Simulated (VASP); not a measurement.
Write the native input for VASP 6.6.1 that does the following.

```yaml
Task: single point
Functional: r2SCAN
Potentials_or_basis: VASP PAW PBE potentials, release 64 (Zn, Sn_d, N)
Cutoff: 520 eV
k_mesh: 10 × 10 × 4
Occupations: gaussian, width 0.1 eV
Spin: no spin polarisation
Further_INCAR_settings: ALGO = Normal; EDIFF = 1e-06; NBANDS = 32
```

The structure of Zn2SnN2 lies in POSCAR:

```
Zn2SnN2                                 
1.0
    3.3784099202      0.0000000000      0.0000000000
   -1.6892049601      2.9257888188      0.0000000000
    0.0000000000      0.0000000000      8.3109959123
  Zn              Sn              N             
     2     1     2
Direct
     0.3333333300000021    0.6666666699999979    0.2991904016967991
     0.3333333300000021    0.6666666699999979    0.7008095983032009
     0.0000000000000000    1.0000000000000000    1.0000000000000000
     1.0000000000000000    1.0000000000000000    0.2651875807088335
     1.0000000000000000    1.0000000000000000    0.7348124192911666
```

The cell was built by a generator and needn't be a form met in nature.

One way to write it, as run:

INCAR

```
SYSTEM = Zn2SnN2
PREC     = Accurate       ! precision mode
ENCUT    = 520            ! plane-wave cutoff, eV
EDIFF    = 1E-6           ! SCF threshold, eV
ISMEAR   = 0              ! smearing method
SIGMA    = 0.1            ! smearing width, eV
LREAL    = .FALSE.        ! projectors in reciprocal space
LASPH    = .TRUE.         ! aspherical terms in the spheres
NELM     = 150            ! most SCF steps
ALGO     = Normal         ! electronic algorithm
ISIF     = 2              ! what is computed and relaxed
LWAVE    = .FALSE.        ! write WAVECAR
LCHARG   = .FALSE.        ! write CHGCAR
METAGGA  = R2SCAN         ! meta-GGA
LMIXTAU  = .TRUE.       
NBANDS   = 32             ! bands
KPAR     = 4
```

KPOINTS

```
Automatic mesh
0
G
  10 10 4
  0 0 0
```

Potentials or basis: VASP PAW PBE potentials, release 64 (Zn, Sn_d, N).

The run is started by

```bash
$ cat potpaw_PBE.64/Zn/POTCAR potpaw_PBE.64/Sn_d/POTCAR potpaw_PBE.64/N/POTCAR > POTCAR
$ mpirun -np 4 vasp_std > vasp.out
```

It gave:

```json
{
 "Pressure": "-3.5 GPa",
 "Largest force": "0.164 eV/Å",
 "Band gap on the k mesh": "none (metal or under the smearing width)"
}
```

Caveat: the PAW data sets were made with another functional, which shifts forces and pressure a little.

Wall time 2.7 min on 4 MPI ranks on Intel(R) Xeon(R) Platinum 8488C (Sapphire Rapids) (shared host), peak memory 0.28 GiB a rank.
